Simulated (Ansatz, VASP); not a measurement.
## LiF in VASP and in Ansatz

```
CELL_PARAMETERS angstrom
0.00000 2.07442 2.01400
2.07442 0.00000 2.01400
2.07442 2.07442 0.00000
ATOMIC_POSITIONS crystal
Li 0.00000 0.00000 0.00000
F 0.50000 0.50000 0.50000
```

Change from the starting cell: equal xx and yy strain of +3 %, PAW files.

Alike in both runs: task electric field gradients; functional LDA; k mesh 10 × 10 × 10; occupations fermi-dirac, width 0.03 eV; no spin polarisation.

```csv
,VASP,Ansatz
version,VASP 6.6.1,Ansatz 0.2.0
potentials or method,"VASP PAW LDA potentials, release 64 (Li_sv, F)","PAW with Ansatz's default frozen-core files, scalar-relativistic"
plane-wave cutoff (eV),520,420
valence electrons in the cell,10,10
```

|  | VASP | Ansatz | Ansatz less VASP |
| --- | --- | --- | --- |
| gap on the k mesh at the Fermi level (eV) | 8.30 | 8.31 | +0.009 |
| Vzz of the field gradient on the site that differs most (V/Å²) | -0.8 | -0.6 | +0.21 |

 A k mesh can miss the band edges.
